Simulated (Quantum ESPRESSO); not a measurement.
ZrB2, 3 atoms in the cell. Symmetry: P6/mmm, No. 191, hexagonal system. The conventional cell has a = 3.170 Å, b = 3.170 Å, c = 3.533 Å, α = 90.00°, β = 90.00°, γ = 120.00°. Around Zr (site symmetry 6/mmm) lie 12 B at 2.54 Å. Around B (site symmetry -6m2) lie 3 B at 1.83 Å. 

- Program: Quantum ESPRESSO 7.5
- Task: energy-loss spectrum
- Functional: PBE
- Potentials or basis: PseudoDojo 0.4 SR PBE stringent
- Cutoff: 1034 eV
- Density cutoff: 4136 eV
- k mesh: 7 × 7 × 6
- Occupations: gaussian, width 0.2 eV
- Spin: no spin polarisation
- Iterations: 200
- Mixing beta: 0.5
- Most SCF iterations: 120
- SCF threshold: 6e-10 Ry
- Diagonalization: paro

Potentials or basis: PseudoDojo 0.4 SR PBE stringent.

The run is started by

```sh
$ OMP_NUM_THREADS=1 pw.x -in pw.in > pw.out
$ OMP_NUM_THREADS=1 pw.x -in scf2.in > scf2.out
$ OMP_NUM_THREADS=1 turbo_eels.x -in eels.in > eels.out
$ OMP_NUM_THREADS=1 turbo_spectrum.x -in spectrum.in > spectrum.out
$ OMP_NUM_THREADS=1 turbo_spectrum.x -in spectrum_short.in > spectrum_short.out
```

Hardware: 1 thread of Arm Neoverse V2, on a shared host.

Question: Estimate the wall time of this run.

Answer: It took 3 min on 1 thread of Arm Neoverse V2, with other jobs on the host, peak memory 0.32 GiB. Counts: scf iterations 10, k pools 1, bands 15, k points 32, g dense 18541.
